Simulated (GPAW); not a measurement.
ZnS (Wurtzite-2H):

```
Zn S
1.0
     3.81100    0.00000    0.00000
    -1.90550    3.30042    0.00000
     0.00000    0.00000    6.23400
Zn S
2 2
Direct
  0.66667 0.33333 0.50000
  0.33333 0.66667 0.00000
  0.66667 0.33333 0.88500
  0.33333 0.66667 0.38500
```

| Quantity | Value |
| --- | --- |
| Program | GPAW 26.7.0 |
| Task | relaxation of cell and atoms |
| Functional | LDA |
| Potentials or basis | the program's PAW data sets (release 1.2.1) made for this functional |
| Cutoff | 600 eV |
| Basis | pw |
| k mesh | 8 × 8 × 5 |
| Occupations | fermi-dirac, width 0.05 eV |
| Spin | no spin polarisation |

At the start: pressure -4.3 GPa; volume 19.60 Å³/atom.

Problem. How do energy, volume and symmetry change on relaxing?

Solution. Over 11 steps the energy falls by 20.6 meV/atom and the volume is 18.50 Å³/atom (-5.6 %); space group P6_3mc (No. 186, to 0.05 Å).

Step by step:
```
step  energy change (eV)  largest force (eV/Å)  pressure (GPa)  volume (Å³)
   1              0.0000                0.2899           -4.27        78.41
   2             -0.0159                0.2600           -3.93        77.97
   3             -0.0728                0.2327            0.36        73.73
   4             -0.0794                0.0479           -0.78        74.67
   5             -0.0803                0.0512           -0.55        74.46
   6             -0.0818                0.0185            0.06        73.93
   7             -0.0820                0.0051            0.11        73.89
   8             -0.0821                0.0183            0.08        73.91
   9             -0.0821                0.0242            0.05        73.94
  10             -0.0823                0.0271           -0.01        73.99
  11             -0.0824                0.0189           -0.04        74.00
```

Final structure:
```
Zn S
1.0
     3.73309    0.00000    0.00000
    -1.86654    3.23295    0.00000
     0.00000    0.00000    6.13186
Zn S
2 2
Direct
  0.66667 0.33333 0.50532
  0.33333 0.66667 0.00532
  0.66667 0.33333 0.87968
  0.33333 0.66667 0.37968
```

Caveat: later steps reuse the first step's grids.
